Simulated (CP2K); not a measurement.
Runs of CP2K 2026.2 on Te2Mo. The cell holds a slab with vacuum, 6 atoms: a = 6.362 Å, b = 3.480 Å, c = 36.176 Å, α = 90.00°, β = 90.14°, γ = 90.00°. 

| task | level | points a segment of the path (NPOINTS) | bands added on the path | gap on the mesh (eV) | largest force (eV/Å) |
| --- | --- | --- | --- | --- | --- |
| band structure | r2SCAN | 6 | 2 | none | 0.47 |
| band structure | PBEsol | 6 | 2 | none | 0.43 |
| single point | BLYP | - | - | none | (a) |
| band structure | LDA | 6 | 2 | none | 0.32 |
| single point | PW91 | - | - | none | (b) |

Alike in all rows: potentials or basis POTENTIAL_UZH Te GTH-PBE-q6, Mo GTH-PBE-q14; DZVP-MOLOPT-PBE-GTH basis; no spin polarisation; cell as given; k mesh 4 × 8 × 1; smearing fermi-dirac 0.05 eV.

Question: Estimate the missing entries.

Answer: (a) 1.20; (b) 0.73.

Caveats: the potentials were made for another functional, which shifts forces and pressure; the basis of atomic orbitals isn't converged, which shifts pressures, moduli and gaps; spin-orbit coupling is left out, which moves the levels of the heavy elements (some runs); meta-GGAs are noisy in the vacuum on a uniform grid, which can shift empty levels and the work function (some runs).

A k mesh can miss the band edges, and the runs leave out spin-orbit coupling on Mo, Te.

A gap of «none» marks a metal or a gap under the smearing width.

Runs at the PBE level aren't shown here.
